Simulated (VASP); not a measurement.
**WS2 in VASP: a PBE single point**

Aim: gap, levels, forces and stress of the published phase of WS2 at fixed geometry. Runs: PBE.

Program: VASP 6.6.1. PAW datasets, plane waves. Spin-unpolarised throughout; all numbers are computed.

## (1) The system as given

The cell comes from an earlier relaxation with r2SCAN+rVV10 in another program, then strained, with the atoms relaxed again.

It is trigonal, R3m (No. 160); conventional cell a = 3.172 Å, c = 18.712 Å, 18.11 Å³ an atom. Around W lie 6 S at 2.41 Å; around S lie 3 W at 2.41 Å.

Structure file:

```
CELL_PARAMETERS angstrom
1.58589 0.91561 6.23748
-1.58589 0.91561 6.23748
0.00000 -1.83122 6.23748
ATOMIC_POSITIONS crystal
W 0.00067 0.00067 0.00067
S 0.25056 0.25056 0.25056
S 0.41748 0.41748 0.41748
```

## (2) PBE at this geometry

INCAR reads:

```
ENCUT = 520.000000
SIGMA = 0.020000
EDIFF = 1.00e-07
GGA = PE
PREC = Accurate
IBRION = -1
ISIF = 2
ISMEAR = -1
NBANDS = 20
NELM = 120
NSW = 0
LASPH = .TRUE.
LCHARG = .FALSE.
LWAVE = .FALSE.
LREAL = .FALSE.
```

KPOINTS reads:

```
KPOINTS created by Atomic Simulation Environment
0
Gamma
10 10 10
0 0 0
```

KPOINTS_OPT reads:

```
special points
10
Reciprocal
0.0000000000 0.0000000000 0.0000000000 1
-0.5000000000 -0.5000000000 -0.5000000000 1
-0.5000000000 -0.1810319447 -0.8189680553 1
-0.1810319447 0.1810319447 -0.5000000000 1
0.0000000000 0.0000000000 -0.5000000000 1
0.0000000000 0.3405159723 -0.3405159723 1
-0.3405159723 0.0000000000 -0.6594840277 1
-0.5000000000 0.0000000000 -0.5000000000 1
-0.1629287502 0.1629287502 -0.5000000000 1
0.0000000000 0.1744790000 -0.1770830000 1
```

POSCAR reads:

```
W  S
 1.0000000000000000
     1.5858867128569278    0.9156121205894052    6.2374759784700844
    -1.5858867128569278    0.9156121205894052    6.2374759784700844
    -0.0000000000000000   -1.8312242411271871    6.2374759784776623
 W   S
   1   2
Cartesian
  0.0000000000000000  0.0000000000000344  0.0124666703156543
 -0.0000000000000000  0.0000000000129346  4.6885476575129239
  0.0000000000000000  0.0000000000215514  7.8119862344565680
```

The run uses the recommended PBE PAW datasets (26 valence electrons a neutral cell).

Launch:

```bash
> mpirun -np 1 vasp_std
```

Standard output, without the iteration lines:

```text
POSCAR found type information on POSCAR W S
 POSCAR found :  2 types and       3 ions
 LDA part: xc-table for (Slater+PW92), standard interpolation
 POSCAR, INCAR and KPOINTS ok, starting setup
 FFT: planning ... GRIDC
 FFT: planning ... GRID_SOFT
 FFT: planning ... GRID
 WAVECAR not read
 entering main loop
 Start KPOINTS_OPT (optional k-point list driver)
k-point batch [1-10\10]
```

OSZICAR:

```text
N       E                     dE             d eps       ncg     rms          rms(c)
DAV:   1     0.200346850006E+03    0.20035E+03   -0.13019E+04  4640   0.129E+03
DAV:   2    -0.142625846708E+02   -0.21461E+03   -0.20733E+03  5412   0.342E+02
DAV:   3    -0.248311515861E+02   -0.10569E+02   -0.10450E+02  5796   0.713E+01
DAV:   4    -0.249902223991E+02   -0.15907E+00   -0.15894E+00  5660   0.943E+00
DAV:   5    -0.249929670547E+02   -0.27447E-02   -0.27445E-02  5840   0.130E+00    0.268E+01
DAV:   6    -0.238123030515E+02    0.11807E+01   -0.63045E+00  5088   0.170E+01    0.110E+01
DAV:   7    -0.236796281870E+02    0.13267E+00   -0.13576E+00  4892   0.663E+00    0.564E+00
DAV:   8    -0.236336093801E+02    0.46019E-01   -0.25345E-01  5368   0.340E+00    0.127E+00
DAV:   9    -0.236328921421E+02    0.71724E-03   -0.11020E-02  5968   0.734E-01    0.553E-01
DAV:  10    -0.236326664933E+02    0.22565E-03   -0.42946E-03  5416   0.449E-01    0.690E-02
DAV:  11    -0.236326261616E+02    0.40332E-04   -0.57671E-04  5236   0.159E-01    0.575E-02
DAV:  12    -0.236326444940E+02   -0.18332E-04   -0.92051E-05  5308   0.720E-02    0.175E-02
DAV:  13    -0.236326461491E+02   -0.16551E-05   -0.17250E-05  5396   0.304E-02    0.597E-03
DAV:  14    -0.236326461154E+02    0.33679E-07   -0.14937E-06  5780   0.749E-03    0.285E-03
DAV:  15    -0.236326462523E+02   -0.13688E-06   -0.33808E-07  5352   0.394E-03    0.105E-03
DAV:  16    -0.236326462577E+02   -0.54506E-08   -0.11268E-08  3456   0.792E-04
   1 F= -.23632646E+02 E0= -.23632646E+02  d E =-.645336E-14
       N       E                     dE             ncg
DAV:   1     0.346879656639E+04   -0.89785E+04      400
DAV:   2     0.135763963615E+04   -0.21112E+04      472
DAV:   3     0.125789815082E+04   -0.99741E+02      500
DAV:   4     0.125635718916E+04   -0.15410E+01      476
DAV:   5     0.125632919723E+04   -0.27992E-01      480
DAV:   6     0.125632837555E+04   -0.82169E-03      500
DAV:   7     0.125632834054E+04   -0.35006E-04      488
DAV:   8     0.125632833877E+04   -0.17646E-05      492
DAV:   9     0.125632833868E+04   -0.91158E-07      332
```

The lines after F= are the extra pass for the points of KPOINTS_OPT, at fixed density; their E is not a total energy.

Parts of OUTCAR:

```text
k-points           NKPTS =    116   k-points in BZ     NKDIM =    116   number of bands    NBANDS=     20

   NELECT =      26.0000    total number of electrons

   dimension x,y,z NGX =    48 NGY =   48 NGZ =   48
   dimension x,y,z NGXF=    96 NGYF=   96 NGZF=   96

  energy-cutoff  :      520.00
  volume of cell :       54.34
      direct lattice vectors                 reciprocal lattice vectors
     1.585886713  0.915612121  6.237475978     0.315281032  0.182027589  0.053440420
    -1.585886713  0.915612121  6.237475978    -0.315281032  0.182027589  0.053440420
     0.000000000 -1.831224241  6.237475978     0.000000000 -0.364055178  0.053440420

 k-points in reciprocal lattice and weights: KPOINTS created by Atomic Simulation Env
   0.00000000  0.00000000  0.00000000       0.001
   0.10000000 -0.00000000 -0.00000000       0.006
   0.20000000 -0.00000000 -0.00000000       0.006
   0.30000000  0.00000000 -0.00000000       0.006
   0.40000000  0.00000000 -0.00000000       0.006
   0.50000000  0.00000000 -0.00000000       0.003
   0.10000000  0.10000000 -0.00000000       0.006
   0.20000000  0.10000000 -0.00000000       0.012
[... 108 more k-points ...]

 E-fermi :   7.8066

 k-point     1 :       0.0000    0.0000    0.0000
  band No.  band energies     occupation
      1     -67.4144      2.00000
      2     -31.6629      2.00000
      3     -31.5038      2.00000
      4     -31.5038      2.00000
      5      -8.3487      2.00000
      6      -6.4094      2.00000
      7      -0.3192      2.00000
      8       3.6981      2.00000
      9       3.6981      2.00000
     10       4.9239      2.00000
     11       4.9239      2.00000
     12       5.6269      2.00000
     13       6.0876      2.00000
     14       9.4440      0.00000
     15       9.4440      0.00000
     16       9.7230      0.00000
     17       9.7230      0.00000
     18      11.8820      0.00000
     19      15.0756      0.00000
     20      15.5340      0.00000

 k-point     2 :       0.1000   -0.0000   -0.0000
  band No.  band energies     occupation
      1     -67.4127      2.00000
      2     -31.6569      2.00000
      3     -31.5376      2.00000
      4     -31.5117      2.00000
      5      -8.1805      2.00000
      6      -6.3603      2.00000
      7      -0.1134      2.00000
      8       3.2807      2.00000
      9       3.8623      2.00000
     10       4.3202      2.00000
     11       4.6663      2.00000
     12       5.7760      2.00000
     13       6.1323      2.00000
     14       9.2350      0.00000
     15       9.4291      0.00000
     16       9.5763      0.00000
     17       9.7506      0.00000
     18      12.6243      0.00000
     19      15.5824      0.00000
     20      15.7728      0.00000

 k-point     3 :       0.2000   -0.0000   -0.0000
  band No.  band energies     occupation
      1     -67.4083      2.00000
      2     -31.6409      2.00000
      3     -31.6252      2.00000
      4     -31.5322      2.00000
      5      -7.7115      2.00000
      6      -6.2237      2.00000
      7       0.4131      2.00000
      8       2.3999      2.00000
      9       3.3659      2.00000
     10       4.1163      2.00000
     11       4.3000      2.00000
     12       5.5433      2.00000
     13       5.9105      2.00000
     14       8.6580      0.00000
     15       9.3241      0.00000
     16       9.7860      0.00000
     17      10.3453      0.00000
     18      13.7973      0.00000
     19      15.6459      0.00000
     20      16.1916      0.00000

 k-point     4 :       0.3000    0.0000   -0.0000
  band No.  band energies     occupation
      1     -67.4029      2.00000
      2     -31.7316      2.00000
      3     -31.6211      2.00000
      4     -31.5573      2.00000
      5      -7.0532      2.00000
      6      -6.0355      2.00000
      7       0.7320      2.00000
      8       1.7852      2.00000
      9       2.4542      2.00000
     10       3.5832      2.00000
     11       4.8364      2.00000
     12       5.0773      2.00000
     13       5.4129      2.00000
     14       8.7989      0.00000
     15       9.2152      0.00000
     16      10.4028      0.00000
     17      10.8328      0.00000
     18      13.6009      0.00000
     19      14.9588      0.00000
     20      15.3032      0.00000

[... the tables of k-points 5 to 116 left out ...]

  Total        0.9433069      0.9433069      1.4006753      0.0000000      0.0000000      0.0000000
  in kB       27.8112020     27.8112020     41.2956411      0.0000000      0.0000000      0.0000000
  external PRESSURE =      32.3060150 kB  Pullay stress =       0.0000000 kB

 POSITION                                       TOTAL-FORCE (eV/Angst)
 -----------------------------------------------------------------------------------
      0.00000      0.00000      0.01247         0.000000      0.000000      0.001443
      0.00000      0.00000      4.68855         0.000000     -0.000000     -0.197185
      0.00000      0.00000      7.81199         0.000000      0.000000      0.195742
 -----------------------------------------------------------------------------------
    total drift:                               -0.000000      0.000000     -0.000221

  FREE ENERGIE OF THE ION-ELECTRON SYSTEM (eV)
  ---------------------------------------------------
  free  energy   TOTEN  =       -23.6326462577 eV

  energy  without entropy=      -23.6326462577  energy(sigma->0) =      -23.63264626
```

It took 7.2 min on 1 MPI rank of Intel Xeon Platinum 8488C, shared host; peak memory 0.41 GiB.

The levels at the points of KPOINTS_OPT are read from vasprun.xml.

Levels at the named points, in eV from the top of band v (v: the last filled band by count, c: the next):

```
point    v−1      v     c   c+1
    Γ  -1.59  -1.13  2.22  2.22
    T  -2.27   0.00  2.30  2.30
  H_2  -3.01  -0.66  1.24  2.64
  H_0  -3.01  -0.66  1.24  2.64
    L  -1.85  -1.67  2.28  2.61
  S_0  -3.04  -0.64  1.21  2.64
  S_2  -3.04  -0.64  1.21  2.64
```

Gap with PBE: 1.08 eV, valence top at T, conduction bottom at (0.00, 0.17, -0.18). Least direct gap: 1.85 eV. The pressure is 3.23 GPa, and the largest force is 0.197 eV/Å, on atom 2 (S).

## (3) Results

```
level  gap (eV)  pressure (GPa)  largest force (eV/Å)
  PBE      1.08            3.23                 0.197
```

**Reading.** Spin-orbit coupling is left out, though the cell holds W (Z = 74); in an element this heavy it can shift bands and gaps by tenths of an eV. Forces up to 0.20 eV/Å (PBE) show atoms off their equilibrium places at that level.
